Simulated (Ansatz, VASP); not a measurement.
## One calculation of GaSb, 3 ways

The starting cell:

```xyz
2
Lattice="0.0000 3.0590 3.0590 3.0590 0.0000 3.0590 3.0590 3.0590 0.0000" Properties=species:S:1:pos:R:3 pbc="T T T"
Sb    4.5885    4.5885    4.5885
Ga    0.0000    0.0000    0.0000
```

Alike in all runs: task relaxation of cell and atoms; functional PBEsol; dispersion D3(BJ); k mesh 8 × 8 × 8; occupations fermi-dirac, width 0.05 eV; no spin polarisation; no spin-orbit coupling.

```json
{"program and potentials": "Ansatz, Ansatz PAW", "plane-wave cutoff (eV)": "420", "notes": "potentials made for PBE, which Ansatz adapts in part; 14 valence electrons an atom on average", "equilibrium volume (Å³/atom)": "27.56"}
{"program and potentials": "VASP, PBE PAW files Ga_d, Sb, 600 eV", "plane-wave cutoff (eV)": "600", "notes": "potentials made for PBE; 9 valence electrons an atom on average", "equilibrium volume (Å³/atom)": "27.60"}
{"program and potentials": "Ansatz, all-electron LAPW, scalar-relativistic", "plane-wave cutoff (eV)": "-", "notes": "-", "equilibrium volume (Å³/atom)": "27.56"}
```

The equilibrium volume spans 27.56 (Ansatz, Ansatz PAW) to 27.60 Å³/atom (VASP, PBE PAW files Ga_d, Sb, 600 eV), with all-electron results at 27.56. Relaxations stop with a little pressure left, so the last digit of a volume isn't settled.

Differences between rows come from potentials, basis sets and numerical settings, since the functional is the same but for its coding. Runs on potential files found faulty are left out.
